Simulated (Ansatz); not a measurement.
# Li2S: core levels, part 2 of 2

Where do the core levels of Li2S lie? The cell is a COD entry. Planned: a relaxation, then the dielectric response, then core holes.

Ansatz 0.2.0; DFT, PBE, plane-wave PAW, default files, scalar-relativistic. Earlier steps stand in the parts before.

## (4) Core levels

The COD entry's cell or inner coordinates are ideal or old and differ from later refinements, so a difference from it is no clean test against experiment.

File input.yaml:

```yaml
crystal:
  lattice:
    - [0.0, 5.689, 5.689]
    - [5.689, 0.0, 5.689]
    - [5.689, 5.689, 0.0]
  atoms:
    - { symbol: Li, position: [0.125, 0.125, 0.125] }
    - { symbol: Li, position: [0.125, 0.125, 0.625] }
    - { symbol: Li, position: [0.125, 0.625, 0.125] }
    - { symbol: Li, position: [0.125, 0.625, 0.625] }
    - { symbol: Li, position: [0.625, 0.125, 0.125] }
    - { symbol: Li, position: [0.625, 0.125, 0.625] }
    - { symbol: Li, position: [0.625, 0.625, 0.125] }
    - { symbol: Li, position: [0.625, 0.625, 0.625] }
    - { symbol: Li, position: [0.375, 0.375, 0.375] }
    - { symbol: Li, position: [0.375, 0.375, 0.875] }
    - { symbol: Li, position: [0.375, 0.875, 0.375] }
    - { symbol: Li, position: [0.375, 0.875, 0.875] }
    - { symbol: Li, position: [0.875, 0.375, 0.375] }
    - { symbol: Li, position: [0.875, 0.375, 0.875] }
    - { symbol: Li, position: [0.875, 0.875, 0.375] }
    - { symbol: Li, position: [0.875, 0.875, 0.875] }
    - { symbol: S, position: [0.0, 0.0, 0.0] }
    - { symbol: S, position: [0.0, 0.0, 0.5] }
    - { symbol: S, position: [0.0, 0.5, 0.0] }
    - { symbol: S, position: [0.0, 0.5, 0.5] }
    - { symbol: S, position: [0.5, 0.0, 0.0] }
    - { symbol: S, position: [0.5, 0.0, 0.5] }
    - { symbol: S, position: [0.5, 0.5, 0.0] }
    - { symbol: S, position: [0.5, 0.5, 0.5] }
kpoints:
  mp_grid: { grid: [3, 3, 3] }
scf:
  occupations: { method: fixed }
hamiltonian:
  xc: pbe
  pseudopotentials: { kind: paw }
output:
  forces: true
  efg:
    quadrupole_moments_barn: { Li: -0.0401, S: -0.0694 }
    contact_densities: true
  core_levels:
    shells: { S: "2p" }
    counted_from: valence_top
    eps_inf: [3.876, 3.876, 3.876]
```

Run with:

```bash
$ ansatz run input.yaml --threads 1 --pin off --max-ram 2560MiB --backend cpu --events-out ev --progress --plain --runs-dir out
```

Output:

```text
Warning: RAYON_NUM_THREADS=1 ignored (pool sized by the plan → 1); use --threads N
Engine: ansatz 0.2.0, aarch64-unknown-linux-gnu
Pseudopotentials: kind: paw
Pseudopotential: Li, paw, valence charge 3, recommended cutoff 420 eV (normal), Li.paw.azcp
Pseudopotential: S, paw, valence charge 6, recommended cutoff 420 eV (normal), S.paw.azcp
Functional definition: PBE
  parameter kappa = 0.804
  parameter beta = 0.06672455060314922
  exchange = pbe_x(kappa = kappa, mu = beta*pi^2/3)
  correlation = pbe_c(beta = beta)
Crystal: 24 atoms, lattice volume = 368.246 Å³
Basis set: ecut = 420 eV, 7239 PW (Γ), exchange–correlation on 108×108×108 points (8 copies of the dense FFT grid, shifted against one another)
Bands: 72, of which v1, the nominal top of the filled ones, is band 48 counted from 1 (47 counted from 0)
Symmetry: 384 space group operations
Space group: Fm-3m (ITA 225), of the structure as read, at distance tolerance 7.2e-5 Å
k-points: 4 of 27
Non-local potential: Li, projectors of the file, l = 0: 3, l = 1: 2, l = 2: 1
Non-local potential: S, projectors of the file, l = 0: 2, l = 1: 2, l = 2: 2
PAW form: soft (Blöchl's): semilocal exchange-correlation on the pseudo side does not see the compensation charge
PAW one-centre angular grid: Li, 110 points (default); XC on 64 Gauss nodes
PAW one-centre angular grid: S, 110 points (default); XC on 64 Gauss nodes
Initial density: superposition of atomic densities (neutral atoms: chi_scale 0, normalization atom), corrected by the library's trained network
Initial wavefunctions: pseudopotential atomic-orbital guess
Functional: x = pbe(κ = 0.804, μ = 0.2195149727645171), c = pbe(β = 0.06672455060314922)
SCF iter   1: F=—  HF=-10524.050839 eV  |F-HF|=—  |Δ(HF+E_count)|=         —  Δρ=2.07e-4  dr2=4.45e-5  ethr=1.77e-3  ⟨swp⟩=5.0  Hψ=980  notcnv=0  defer=78
preconditioner: auto → Resta (q_TF=auto, 2.181 Å⁻¹)  ε∞=3.1  [insulator: Δε(μ)=3.389 eV  Ē_g=10.648 eV  n_scr=58 (ndim 8)  ℏωp=15.5 eV  f_vac=0.002  ε∞_Penn≈3.1]
SCF iter   2: F=—  HF=-10524.045722 eV  |F-HF|=—  |Δ(HF+E_count)|=   5.12e-3  Δρ=1.27e-4  dr2=4.14e-5  ethr=4.64e-8  ⟨swp⟩=3.2  Hψ=660  notcnv=0  defer=84
SCF iter   3: F=—  HF=-10524.044782 eV  |F-HF|=—  |Δ(HF+E_count)|=   9.39e-4  Δρ=4.93e-5  dr2=4.71e-6  ethr=4.31e-8  ⟨swp⟩=2.0  Hψ=344  notcnv=0  defer=84
SCF iter   4: F=—  HF=-10524.044825 eV  |F-HF|=—  |Δ(HF+E_count)|=   4.28e-5  Δρ=1.71e-5  dr2=6.32e-7  ethr=4.91e-9  ⟨swp⟩=2.0  Hψ=344  notcnv=0  defer=87
iter 5 did not close the SCF: its close was put off for the readings that it lacked (scf_convergence_deferred on its scf_iter line)
SCF iter   5: F=-10524.044832 eV  HF=-10524.044832 eV  |F-HF|=2.27e-7  |Δ(HF+E_count)|=   6.65e-6  Δρ=3.79e-6  dr2=4.28e-8  ethr=6.59e-10  ⟨swp⟩=2.0  Hψ=344  notcnv=0  defer=87
SCF iter   6: F=-10524.044832 eV  HF=-10524.044832 eV  |F-HF|=1.58e-9  |Δ(HF+E_count)|=   2.48e-7  Δρ=4.93e-7  dr2=9.70e-10  ethr=4.45e-11  ⟨swp⟩=14.8  Hψ=2102  notcnv=0
SCF 1 converged in 6 iterations: F = -10524.044832 eV  dr2 = 9.70e-10
── core hole 1/1: 2p of S 16 ──
── 2p of S 16: 157.215 eV over the cell without the hole, in 9 iterations ──
SCF converged after 6 iterations
Free energy (F): -10524.044832 eV
Harris-Foulkes:  -10524.044832 eV  (|F-HF|=1.58e-9)
Internal energy: -10524.044832 eV  (E = F + TS)
E sigma→0 (E₀):  -10524.044832 eV
Fermi energy:    2.373106 eV
--- Per-component energies (eV) ---
  E_band       = -1419.872547
  E_kinetic    = 1222.414211
  E_local      = -2944.741932  (includes V_loc(G=0)·N_el)
  E_nonlocal   = -304.523017
  E_hartree    = 894.686685
  E_xc         = -962.024609
  E_vxc        = -938.366130  (∫ρ·V_xc dr)
  E_paw        = -5140.013375  (= ΣΔE_a)
  E_vpaw       = -244.029420  (= ΣTr[D̂ρ^β])
  E_aug_tail   = 0.000431  (compensation charges beyond the density's cutoff)
  E_ewald      = -3289.843227
  E_smearing   = -0.000000  (= −TS)
  E_closure    = 0.000000  (closes the sum)
  Σ components = -10524.044832   (vs F -10524.044832, Δ=0.00e0)
--- Forces (eV/Å), atoms counted from 1 ---
  atom   1  Li    -0.00000000    -0.00000000    -0.00000000
  atom   2  Li    -0.00000000    -0.00000000    -0.00000000
  atom   3  Li    -0.00000000    -0.00000000    -0.00000000
  atom   4  Li    -0.00000000    -0.00000000    -0.00000000
  atom   5  Li    -0.00000000     0.00000000    -0.00000000
  atom   6  Li    -0.00000000     0.00000000    -0.00000000
  atom   7  Li    -0.00000000     0.00000000     0.00000000
  atom   8  Li    -0.00000000     0.00000000     0.00000000
  atom   9  Li    -0.00000000     0.00000000     0.00000000
  atom  10  Li    -0.00000000     0.00000000     0.00000000
  atom  11  Li    -0.00000000     0.00000000     0.00000000
  atom  12  Li    -0.00000000     0.00000000     0.00000000
  atom  13  Li    -0.00000000    -0.00000000    -0.00000000
  atom  14  Li    -0.00000000    -0.00000000    -0.00000000
  atom  15  Li    -0.00000000    -0.00000000    -0.00000000
  atom  16  Li    -0.00000000    -0.00000000     0.00000000
  atom  17  S      0.00000000    -0.00000000    -0.00000000
  atom  18  S      0.00000000    -0.00000000     0.00000000
  atom  19  S      0.00000000    -0.00000000    -0.00000000
  atom  20  S      0.00000000    -0.00000000    -0.00000000
  atom  21  S      0.00000000    -0.00000000     0.00000000
  atom  22  S      0.00000000    -0.00000000     0.00000000
  atom  23  S      0.00000000    -0.00000000    -0.00000000
  atom  24  S      0.00000000    -0.00000000    -0.00000000
  max |Σ_I F_I| component: 1.38e-16 eV/Å
--- PAW observables at the nuclei: V_zz in 10²¹ V/m², potentials from the cell's mean, atoms counted from 1 ---
  atom   1  Li V_zz =    +0.000000   η = 0.0000   by run symmetry: forbidden   C_q = -0.0000 MHz
            electrostatic potential = -165.403145 V   contact ρ = 94.504665 e/Å³
  atom   2  Li V_zz =    +0.000000   η = 0.0000   by run symmetry: forbidden   C_q = -0.0000 MHz
            electrostatic potential = -165.403145 V   contact ρ = 94.504665 e/Å³
  atom   3  Li V_zz =    +0.000000   η = 0.0000   by run symmetry: forbidden   C_q = -0.0000 MHz
            electrostatic potential = -165.403145 V   contact ρ = 94.504665 e/Å³
  atom   4  Li V_zz =    +0.000000   η = 0.0000   by run symmetry: forbidden   C_q = -0.0000 MHz
            electrostatic potential = -165.403145 V   contact ρ = 94.504665 e/Å³
  atom   5  Li V_zz =    +0.000000   η = 0.0000   by run symmetry: forbidden   C_q = -0.0000 MHz
            electrostatic potential = -165.403145 V   contact ρ = 94.504665 e/Å³
  atom   6  Li V_zz =    +0.000000   η = 0.0000   by run symmetry: forbidden   C_q = -0.0000 MHz
            electrostatic potential = -165.403145 V   contact ρ = 94.504665 e/Å³
  atom   7  Li V_zz =    +0.000000   η = 0.0000   by run symmetry: forbidden   C_q = -0.0000 MHz
            electrostatic potential = -165.403145 V   contact ρ = 94.504665 e/Å³
  atom   8  Li V_zz =    +0.000000   η = 0.0000   by run symmetry: forbidden   C_q = -0.0000 MHz
            electrostatic potential = -165.403145 V   contact ρ = 94.504665 e/Å³
  atom   9  Li V_zz =    +0.000000   η = 0.0000   by run symmetry: forbidden   C_q = -0.0000 MHz
            electrostatic potential = -165.403145 V   contact ρ = 94.504665 e/Å³
  atom  10  Li V_zz =    +0.000000   η = 0.0000   by run symmetry: forbidden   C_q = -0.0000 MHz
            electrostatic potential = -165.403145 V   contact ρ = 94.504665 e/Å³
  atom  11  Li V_zz =    +0.000000   η = 0.0000   by run symmetry: forbidden   C_q = -0.0000 MHz
            electrostatic potential = -165.403145 V   contact ρ = 94.504665 e/Å³
  atom  12  Li V_zz =    +0.000000   η = 0.0000   by run symmetry: forbidden   C_q = -0.0000 MHz
            electrostatic potential = -165.403145 V   contact ρ = 94.504665 e/Å³
  atom  13  Li V_zz =    +0.000000   η = 0.0000   by run symmetry: forbidden   C_q = -0.0000 MHz
            electrostatic potential = -165.403145 V   contact ρ = 94.504665 e/Å³
  atom  14  Li V_zz =    +0.000000   η = 0.0000   by run symmetry: forbidden   C_q = -0.0000 MHz
            electrostatic potential = -165.403145 V   contact ρ = 94.504665 e/Å³
  atom  15  Li V_zz =    +0.000000   η = 0.0000   by run symmetry: forbidden   C_q = -0.0000 MHz
            electrostatic potential = -165.403145 V   contact ρ = 94.504665 e/Å³
  atom  16  Li V_zz =    +0.000000   η = 0.0000   by run symmetry: forbidden   C_q = -0.0000 MHz
            electrostatic potential = -165.403145 V   contact ρ = 94.504665 e/Å³
  atom  17  S  V_zz =    -0.000000   η = 0.0000   by run symmetry: forbidden   C_q = +0.0000 MHz
            electrostatic potential = -1629.818863 V   contact ρ = 19762.718500 e/Å³
  atom  18  S  V_zz =    -0.000000   η = 0.0000   by run symmetry: forbidden   C_q = +0.0000 MHz
            electrostatic potential = -1629.818863 V   contact ρ = 19762.718500 e/Å³
  atom  19  S  V_zz =    -0.000000   η = 0.0000   by run symmetry: forbidden   C_q = +0.0000 MHz
            electrostatic potential = -1629.818863 V   contact ρ = 19762.718500 e/Å³
  atom  20  S  V_zz =    -0.000000   η = 0.0000   by run symmetry: forbidden   C_q = +0.0000 MHz
            electrostatic potential = -1629.818863 V   contact ρ = 19762.718500 e/Å³
  atom  21  S  V_zz =    -0.000000   η = 0.0000   by run symmetry: forbidden   C_q = +0.0000 MHz
            electrostatic potential = -1629.818863 V   contact ρ = 19762.718500 e/Å³
  atom  22  S  V_zz =    -0.000000   η = 0.0000   by run symmetry: forbidden   C_q = +0.0000 MHz
            electrostatic potential = -1629.818863 V   contact ρ = 19762.718500 e/Å³
  atom  23  S  V_zz =    -0.000000   η = 0.0000   by run symmetry: forbidden   C_q = +0.0000 MHz
            electrostatic potential = -1629.818863 V   contact ρ = 19762.718500 e/Å³
  atom  24  S  V_zz =    -0.000000   η = 0.0000   by run symmetry: forbidden   C_q = +0.0000 MHz
            electrostatic potential = -1629.818863 V   contact ρ = 19762.718500 e/Å³
--- Band table (eV) ---
  k-point 0: bands = ["-41.7768", "-41.7611", "-41.7611", "-41.7611", "-41.7542", "-41.7542", "-41.7542", "-41.7542", "-41.7542", "-41.7542", "-41.7542", "-41.7542", "-41.7467", "-41.7467", "-41.7467", "-41.7333", "-8.6636", "-8.2272", "-8.2272", "-8.2272", "-8.2272", "-8.1004", "-8.1004", "-8.1004", "-0.5172", "-0.5172", "-0.5172", "-0.5172", "0.1959", "0.1959", "0.1959", "0.9460", "0.9460", "0.9460", "0.9460", "0.9460", "0.9460", "1.8630", "1.8630", "1.8630", "1.8630", "1.8630", "1.8630", "1.8630", "1.8630", "2.3731", "2.3731", "2.3731", "5.7609", "5.7609", "5.7609", "6.6631", "8.4878", "8.4878", "8.4878", "8.4878", "8.5940", "8.5940", "8.5940", "8.9399", "8.9399", "8.9399", "8.9399", "8.9399", "8.9399", "8.9399", "8.9399", "9.4441", "9.4441", "9.4441", "10.8122", "10.8122"]
  k-point 1: bands = ["-41.7736", "-41.7653", "-41.7602", "-41.7602", "-41.7602", "-41.7577", "-41.7577", "-41.7577", "-41.7505", "-41.7505", "-41.7505", "-41.7478", "-41.7478", "-41.7478", "-41.7436", "-41.7360", "-8.5650", "-8.3480", "-8.1967", "-8.1967", "-8.1967", "-8.1333", "-8.1333", "-8.1333", "-0.2793", "-0.2793", "-0.2793", "0.0485", "0.2121", "0.2121", "0.2121", "0.8192", "0.8192", "0.8192", "1.1399", "1.1399", "1.1399", "1.4162", "1.4200", "1.4200", "1.4200", "1.5914", "1.5914", "1.5914", "1.9733", "1.9733", "2.2258", "2.2258", "6.5799", "6.5799", "6.5799", "7.3257", "8.0257", "8.0257", "8.0257", "8.1297", "8.9675", "8.9675", "9.1184", "9.1184", "9.2007", "9.4928", "9.4928", "9.4928", "9.7843", "9.7843", "9.7843", "9.8408", "9.8408", "9.8408", "10.3344", "10.9389"]
  k-point 2: bands = ["-41.7728", "-41.7650", "-41.7605", "-41.7605", "-41.7605", "-41.7605", "-41.7575", "-41.7575", "-41.7503", "-41.7503", "-41.7480", "-41.7480", "-41.7480", "-41.7480", "-41.7434", "-41.7367", "-8.5331", "-8.2524", "-8.2359", "-8.2359", "-8.2359", "-8.2359", "-8.0918", "-8.0918", "-0.1231", "-0.1231", "-0.1231", "-0.1231", "0.3604", "0.3604", "0.5848", "0.6832", "0.6832", "0.7319", "0.7319", "1.2343", "1.2343", "1.2779", "1.2779", "1.2779", "1.2779", "1.5984", "1.8358", "1.8358", "1.8358", "1.8358", "1.9295", "1.9295", "6.5114", "7.0538", "7.0538", "7.3983", "8.5598", "8.5598", "8.5598", "8.5598", "8.7979", "9.0020", "9.0020", "9.0020", "9.0020", "9.2227", "9.4467", "9.4467", "9.7465", "9.7465", "9.7465", "9.7465", "10.2917", "10.2917", "10.7446", "10.7446"]
  k-point 3: bands = ["-41.7690", "-41.7669", "-41.7669", "-41.7613", "-41.7613", "-41.7540", "-41.7540", "-41.7540", "-41.7540", "-41.7540", "-41.7540", "-41.7469", "-41.7469", "-41.7419", "-41.7419", "-41.7401", "-8.4261", "-8.3558", "-8.3558", "-8.2054", "-8.2054", "-8.1246", "-8.1246", "-8.1246", "0.0036", "0.0036", "0.0878", "0.1869", "0.1869", "0.4991", "0.4991", "0.5497", "0.7372", "0.8168", "0.8168", "0.9817", "0.9817", "1.1924", "1.1924", "1.4059", "1.4617", "1.4617", "1.5693", "1.6289", "1.6289", "1.7311", "1.7311", "2.1650", "7.5184", "7.6715", "7.6715", "7.7122", "7.7122", "8.0240", "8.0240", "8.0695", "9.1769", "9.2856", "9.2856", "9.4318", "9.4318", "9.5242", "9.5242", "9.5375", "9.7313", "9.7313", "9.7526", "9.9801", "9.9801", "10.0658", "10.0658", "10.4250"]
--- Core levels from the valence top (as output.core_levels.counted_from types it; a hole's nearest image at 8.0 Å) ---
  the holes have spin, beside a run without
  atom         alike  shell      binding/eV   shift/eV difference/eV images/eV   SCF
  S 16             8     2p         160.479     +0.000       157.215    +0.749     9
  the dataset of S with a 2p hole: scattering error 0.001 eV (0.001 eV in the local channel); free atom: scalar-relativistic, large and small components
  the two lines of S's 2p: 2p1/2 +0.804 eV and 2p3/2 -0.402 eV off its levels, 1 : 2 in strength
  S 16 2p: small_cell
  the highest filled level without a hole stands at 2.3731 eV, at the point (0.0000, 0.0000, 0.0000)
  S 16 2p: the alignment adds +0.1424 eV (standard deviation 0.1182 over 15 far atoms)
  a level is its difference with the images' term at an eps_inf of 3.876, the alignment and the highest filled level
```

Wall time 31 s (1 thread of Arm Neoverse V2, shared host); peak memory 0.82 GiB.

The levels, counted from the valence-band top:

```csv
atom,shell,alike,"binding, weighted centre (eV)",shift (eV),image term (eV),lines (eV)
S 17,2p,8,160.48,+0.00,0.75,"2p1/2 161.28, 2p3/2 160.08"
```

Atoms are counted from 1 here and from 0 in the log's table.

Simulated S 2p line (Gaussians 0.9 eV wide):

binding energy (eV), intensity and a bar:
```
   157.58          0 
   157.91          0 
   158.22          0 
   158.55          0 
   158.88          1 
   159.22          8 ##
   159.53         36 ###########
   159.86         85 ###########################
   160.19         96 ##############################
   160.52         57 ##################
   160.84         39 ############
   161.17         49 ###############
   161.50         43 #############
   161.83         18 ######
   162.14          4 #
   162.48          0 
   162.81          0 
   163.14          0 
   163.45          0 
   163.78          0
```

## (5) Outcome

This closing draws on all 2 parts.

| quantity | value |
| --- | --- |
| ε∞, principal values | 3.88, 3.88, 3.88 |
| S 2p binding energy (weighted centre of the two lines) | 160.48 eV; offsets 2p1/2 +0.80 eV, 2p3/2 -0.40 eV |
| state (step 2) | gap on the mesh 3.39 eV, largest force 0.000 eV/Å, pressure 0.4 GPa |
| V_zz by site, step 2 (10²¹ V/m²) | all zero by symmetry |
| contact density, step 2 (a₀⁻³) | Li 14.0, S 2928.5 |

In words: The electronic dielectric constant averages 3.9. The levels are counted from the valence top. Absolute values at this level can be off by an eV or more. Multiplets and satellites aren't calculated. A hole's nearest image is 8.0 Å away in this 24-atom cell. The program doubts some values: the cell is too small to check the potential alignment (S). All gradients vanish by symmetry in step 2.
